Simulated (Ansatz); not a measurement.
Crystal: Ge.

```xyz
1
Lattice="-1.6084 1.6084 1.8732 1.6084 -1.6084 1.8732 1.6084 1.6084 -1.8732" Properties=species:S:1:pos:R:3 pbc="T T T"
Ge    0.0000    0.0000    1.8732
```

The cell was built by a generator and needn't be a form met in nature.

```yaml
Program: Ansatz 0.2.0
Task: relaxation of cell and atoms
Functional: RPBE
Potentials_or_basis: Ansatz PAW
Cutoff: "420 eV (not typed: the program's choice for these potentials)"
k_mesh: 12 × 12 × 12
Occupations: fermi-dirac, width 0.05 eV
Spin: no spin polarisation
```

At the start: volume 19.38 Å³/atom.

**Question.** How do energy, volume and symmetry change on relaxing?

**Answer.** It ends after 10 steps and the volume is 20.03 Å³/atom (+3.3 %); space group I4/mmm (No. 139, to 0.05 Å).

Step by step:
| step | energy change (eV) | largest force (eV/Å) | volume (Å³) |
| --- | --- | --- | --- |
| 1 | 0.0000 | 0.0000 | 19.38 |
| 2 | -0.0047 | 0.0000 | 20.22 |
| 3 | -0.0050 | 0.0000 | 20.12 |
| 4 | -0.0052 | 0.0000 | 20.08 |
| 5 | -0.0055 | 0.0000 | 20.06 |
| 6 | -0.0058 | 0.0000 | 19.99 |
| 7 | -0.0061 | 0.0000 | 20.03 |
| 8 | -0.0063 | 0.0000 | 20.03 |
| 9 | -0.0063 | 0.0000 | 20.03 |
| 10 | -0.0063 | 0.0000 | 20.03 |

Final structure:
```
Ge
1.0
    -1.59878    1.59878    1.95869
     1.59878   -1.59878    1.95869
     1.59878    1.59878   -1.95869
Ge
1
Cartesian
  0.0000 0.0000 1.9587
```

Caveat: the plane-wave basis is chosen anew once the cell has moved, so the energies of steps on either side of that aren't comparable; the PAW data sets come from PBE, with cores solved anew for the run's functional, which leaves a small shift of forces and pressure.
